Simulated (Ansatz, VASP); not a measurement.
HfN: VASP beside Ansatz

```
Hf N
1.0
     3.13391    0.00000    0.00000
    -1.56695    2.71404    0.00000
     0.00000    0.00000    5.41677
Hf N
2 2
Direct
  0.66667 0.33333 0.75000
  0.33333 0.66667 0.25000
  0.00000 0.00000 0.00000
  0.00000 0.00000 0.50000
```

The cell comes from a database or a generator and needn't be the stable form of this composition.

Alike in both runs: task single point; functional PBE; k mesh 8 × 8 × 4; occupations fermi-dirac, width 0.05 eV; no spin polarisation.

```csv
,VASP,Ansatz
version,VASP 6.6.1,Ansatz 0.2.0
potentials or method,"VASP PAW PBE potentials, release 64 (Hf_pv, N)","plane waves, PAW"
plane-wave cutoff (eV),520,558
valence electrons in the cell,30,62
```

|  | VASP | Ansatz | Ansatz less VASP |
| --- | --- | --- | --- |
| pressure (GPa) | 4.1 | 6.3 | +2.23 |
| largest component of the traceless stress (GPa) | 0.09 | 0.06 | -0.027 |

The functional is the same, so the differences come from potentials, cutoffs and numerics. The two sets of potentials don't hold the same shells in valence. Ansatz warned: «stress_scf_threshold_loose».

Spin-orbit coupling is left out, which matters for the levels of Hf.
